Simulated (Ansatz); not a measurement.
# Straining SiO$_{2}$

Computed with DFT r2SCAN, scalar-relativistic, plane waves, PAW in Ansatz. Run with 500 eV cutoff, 6×6×4 k-mesh, Gaussian smearing of 0.02 eV, no spin polarisation.

Reference structure (relaxed):

```
CELL_PARAMETERS angstrom
5.03608 0.00000 0.00000
-2.51804 4.36137 0.00000
0.00000 0.00000 8.56508
ATOMIC_POSITIONS crystal
Si 0.66667 0.33333 0.93705
Si 0.66667 0.33333 0.56295
Si 0.33333 0.66667 0.06295
Si 0.33333 0.66667 0.43705
O 0.00000 0.41331 0.00000
O 0.41331 0.41331 0.50000
O 0.58669 0.00000 0.50000
O 0.58669 0.58669 0.00000
O 0.00000 0.58669 0.50000
O 0.66667 0.33333 0.75000
O 0.33333 0.66667 0.25000
O 0.41331 0.00000 0.00000
```

Deformation: biaxial strain in the a-b plane, with the length and tilt of c and the atoms relaxed, all within the symmetry that the strain leaves. Energies are extrapolated to zero smearing. Gaps are generalised Kohn–Sham gaps over the whole zone.

| strain (%) | ΔE (meV/atom) | a (Å) | b (Å) | c (Å) | gap (eV) |
| --- | --- | --- | --- | --- | --- |
| -3.0 | 5.9 | 4.885 | 4.885 | 8.623 | 6.24 |
| -1.5 | 1.4 | 4.961 | 4.961 | 8.593 | 6.21 |
| +0.0 | 0.0 | 5.036 | 5.036 | 8.565 | 6.17 |
| +1.5 | 1.3 | 5.112 | 5.112 | 8.539 | 6.13 |
| +3.0 | 5.1 | 5.187 | 5.187 | 8.515 | 6.08 |

**Question.** What stiffness (1/V) d²E/dε² at zero strain does a cubic fit over all points give?

**Answer.** A cubic fit gives (1/V) d²E/dε² = 125 GPa at zero strain (twice the biaxial modulus).

**Question.** How does the free axis c answer a small strain?

**Answer.** Between the innermost points its strain is -0.21 times the applied one.

**Question.** How fast does the gap move with strain on either side?

**Answer.** -26 meV per percent on the compressed side and -29 meV per percent on the stretched side; it is indirect at -1.5 %, indirect at zero and indirect at +1.5 %.

This form isn't the usual stable structure of the compound.